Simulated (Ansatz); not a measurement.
CrCuO2

Method: r²SCAN, scalar-relativistic; collinear spin; PAW, 500 eV, Γ-centred 10×10×10 mesh, 0.05 eV Gaussian smearing; code Ansatz. The datasets are Ansatz's generated set soft_2.

```xyz
4
Lattice="1.4908 0.8607 5.6707 -1.4908 0.8607 5.6707 0.0000 -1.7215 5.6707" Properties=species:S:1:pos:R:3 pbc="T T T"
Cr    0.0000    0.0000    8.5060
Cu    0.0000    0.0000    0.0000
O     0.0000    0.0000    1.8369
O     0.0000    0.0000   15.1751
```

The chain of runs began from a cell as deposited in COD, expanded in volume.

Magnetic state: ferromagnetic, site spin moments Cr 2.45 μB.

Elastic constants come from the stress of slightly strained cells with relaxed atoms, in GPa, Voigt order xx, yy, zz, yz, xz, xy in the Cartesian frame of the vectors above.

```
263.8  83.4 128.3  -3.0   0.0   0.0
 83.4 263.8 128.3   3.0   0.0   0.0
128.3 128.3 489.6   0.0   0.0   0.0
 -3.0   3.0   0.0  31.4   0.0   0.0
  0.0   0.0   0.0   0.0  31.4  -3.0
  0.0   0.0   0.0   0.0  -3.0  90.2
```

Work out the Voigt, Reuss and Hill moduli.

Voigt: K = (C11 + C22 + C33 + 2(C12 + C13 + C23))/9 = 189 GPa, G = (C11 + C22 + C33 − C12 − C13 − C23 + 3(C44 + C55 + C66))/15 = 76 GPa. Reuss, from the compliances S = C⁻¹: K = 169 GPa, G = 53 GPa. Hill means: K = 179 GPa, G = 64 GPa.

And Young's modulus, Poisson's ratio, Pugh's ratio and the anisotropy?

E = 9KG/(3K + G) = 172 GPa, ν = (3K − 2G)/(6K + 2G) = 0.34, K/G = 2.77 (over the 1.75 that Pugh's rule, made for metals, takes as the line between brittle and ductile), universal anisotropy index 5G_V/G_R + K_V/K_R − 6 = 2.3. The eigenvalues of C are 31, 31, 90, 181, 223, 613 GPa, all positive.

What sound velocities and Debye temperature follow for a polycrystal?

With a density of 5.611 g/cm³ (mean mass 36.9 u, 10.92 Å³/atom), K = 178.6 and G = 64.3 GPa from the unrounded constants, v_l = √((K + 4G/3)/ρ) = 6860 m/s and v_t = √(G/ρ) = 3390 m/s. The mean [(1/v_l³ + 2/v_t³)/3]^(−1/3) is 3800 m/s, and θ_D = (ħ/k_B)(6π²/V)^(1/3) v_m ≈ 510 K, with V the volume an atom. This is the low-temperature, elastic estimate.

The equation of state, an independent route, gives B0 = 169 GPa; its match is the Reuss value, 169 GPa, which holds for uniform pressure.

Run time: 7.1 min on 4 threads of Arm Neoverse V2 (shared host), peak memory 1.6 GiB.

Site moments are of spin, integrated over atomic spheres.

The elastic anisotropy follows from the delafossite architecture. Linear O–Cu–O dumbbells, bound by short, partly covalent Cu–O bonds, stand along the c axis and prop apart the layers of edge-sharing CrO6 octahedra. Compression along c must shorten these struts, hence C33 of 489.6 GPa against 263.8 GPa for C11. Shear between the layers mainly tilts the dumbbells, which costs little and leaves C44 at only 31.4 GPa. The constants also imply that hydrostatic pressure shortens a proportionally more than c, as is typical of delafossites.

The high Pugh ratio therefore probably reflects easy interlayer shear rather than metal-like ductility, and an isotropic average hides this directionality. The Cr moment fits high-spin Cr(III), d3, with some spin delocalised onto oxygen or lying outside the atomic sphere. The positive eigenvalues support stability against small homogeneous strains in the ferromagnetic state only; the real compound orders antiferromagnetically, with noncollinear spins on a frustrated triangular lattice, and the calculation doesn't test how that order would alter the elastic constants.
